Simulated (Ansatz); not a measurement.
Every step of a relaxation of Se (simple hexagonal type)

DFT, PBE, PAW with Ansatz's default frozen-core files, scalar-relativistic (Ansatz 0.2.0); a Γ-centred 16×16×15 k mesh, Fermi–Dirac smearing of 0.1 eV, no spin polarisation. The run relaxes shape and atoms at held volume.

Command: `ansatz run input.yaml --threads 1 --pin off --max-ram 2048MiB --backend cpu --events-out ev --progress --plain --runs-dir out` It took 7.3 s on 1 thread of Intel(R) Xeon(R) Platinum 8488C (Sapphire Rapids), on a shared host, peak memory 0.38 GiB.

```yaml
crystal:
  lattice:
    - [2.713122727, 0.0, 0.0]
    - [-1.3565613635, 2.3496332052, 0.0]
    - [0.0, 0.0, 2.26902052]
  atoms:
    - { symbol: Se, position: [0.0, 0.0, 0.0] }
kpoints:
  mp_grid: { grid: [16, 16, 15] }
scf:
  occupations: { method: fermi_dirac, width: 0.1 }
hamiltonian:
  xc: pbe
  pseudopotentials: { kind: paw }
output:
  forces: true
  stress: true
relax:
  f_tol: 0.005
  max_steps: 30
  cell: { stress_tol: 0.27, fix: [volume] }
```

Each step lists its free energy a cell above the last geometry, the pressure, the cell vectors (Å), and Cartesian positions (Å) with forces (eV/Å).

The first step:

```
step 1  dF = 113.65 meV  P = 76.3 GPa
  cell 2.7131 0.0000 0.0000  -1.3566 2.3496 0.0000  0.0000 0.0000 2.2690
  Se 0.0000 0.0000 0.0000   0.0000 0.0000 0.0000
```

Q: Where does the relaxation end, and by which steps?

A: After 4 geometries, with conventional a, b, c = 2.633, 2.633, 2.409 Å, at 14.465 Å³/atom and 70.9 GPa in space group P6/mmm, with a shortest distance of 2.409 Å. The further steps:
```
step 2  dF = 11.66 meV  P = 71.9 GPa
  cell 2.6582 0.0000 0.0000  -1.3291 2.3020 0.0000  0.0000 0.0000 2.3638
  Se 0.0000 0.0000 0.0000   0.0000 0.0000 0.0000
step 3  dF = 0.04 meV  P = 71.0 GPa
  cell 2.6346 0.0000 0.0000  -1.3173 2.2816 0.0000  0.0000 0.0000 2.4063
  Se 0.0000 0.0000 0.0000   0.0000 0.0000 0.0000
step 4  dF = 0.00 meV  P = 70.9 GPa
  cell 2.6333 0.0000 0.0000  -1.3166 2.2805 0.0000  0.0000 0.0000 2.4087
  Se 0.0000 0.0000 0.0000   0.0000 0.0000 0.0000
step 5  dF = 0.01 meV  P = 70.9 GPa  (same geometry on a basis chosen anew; earlier energies don't compare to the last digit)
  cell 2.6333 0.0000 0.0000  -1.3166 2.2805 0.0000  0.0000 0.0000 2.4087
  Se 0.0000 0.0000 0.0000   0.0000 0.0000 0.0000
```
